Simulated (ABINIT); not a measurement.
The system is HfO2.

```
Hf O
1.0
     0.00000    2.55750    2.55750
     2.55750    0.00000    2.55750
     2.55750    2.55750    0.00000
Hf O
1 2
Cartesian
  0.0000 0.0000 0.0000
  3.8363 3.8363 3.8363
  1.2788 1.2788 1.2788
```

Measurements of this composition are mostly on another form, of space group No. 14.

Base run:

| Property | Result |
| --- | --- |
| Program | ABINIT 10.8.3 (patched build) |
| Functional | rPW86PBE |
| Potentials or basis | JTH PAW PBE v2.0 |
| Cutoff | 626 eV |
| k mesh | 9 × 9 × 9 |
| Occupations | fermi-dirac, width 0.05 eV |
| Spin | no spin polarisation |

Its results: band gap on the k mesh 3.86 eV, indirect (least direct gap 3.97 eV); pressure 1.2 GPa.

Q: The run is repeated on the same cell with these changes: functional from rPW86PBE to PBE; k mesh from 9 × 9 × 9 to 5 × 5 × 5. What comes out?

A: Band gap on the k mesh 4.02 eV, indirect (least direct gap 4.34 eV); pressure -5.8 GPa.

Several settings changed at once, so the effect can't be laid on one alone.

Caveats: some runs use coarse meshes; spin-orbit coupling is left out, which moves the levels of the heavy elements; the PAW data sets were made with another functional, which shifts forces and pressure a little (some runs); the mesh misses the band edges, which the band path finds closer together (some runs); an odd mesh through Γ misses points on the zone boundary, where band edges often lie (some runs).
